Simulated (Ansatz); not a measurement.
## CdTe: pressure against volume

CdTe, F-43m, a = 6.617 Å. Ansatz: PBE, PAW, 420 eV, Γ-centred 10×10×10 mesh on 2 atoms, Gaussian smearing 0.02 eV; no spin polarisation. Symmetry fixes shape and atoms, so the cell is only scaled; pressure is positive in compression.

| V (Å³/atom) | P (GPa) |
| --- | --- |
| 34.048 | 2.54 |
| 35.135 | 1.17 |
| 36.222 | 0.01 |
| 37.308 | -0.96 |
| 38.395 | ? |

Take V0 = 36.222 Å³/atom, count pressures from its P0 = 0.01 GPa, fit the third-order Birch–Murnaghan form to the other rows, and predict the missing pressure.

With the Eulerian strain f = ½[(V0/V)^(2/3) − 1] and y = (P − P0)/[3f(1 + 2f)^(5/2)], the form is the line y = B0 + 1.5 B0 (B0′ − 4) f. Rows (f, y): 0.02106, 36.1; 0.01026, 35.8; -0.00975, 34.8. Means f = 0.007190, y = 35.567; Σ(Δf)² = 0.0004888, ΣΔfΔy = 0.02110; the slope is their ratio. y = 35.26 + 43.17 f GPa, so B0 = 35.3 GPa and B0′ = 4 + 2 × (43.17)/(3 × 35.26) = 4.82. At V = 38.395, f = -0.01905, y = 34.44 and P = -1.78 GPa. The run gave -1.77 GPa, so the fit is 0.01 GPa too low, a small miss on the scale of the series. The form still works here, 33 % of the fitted range beyond its end.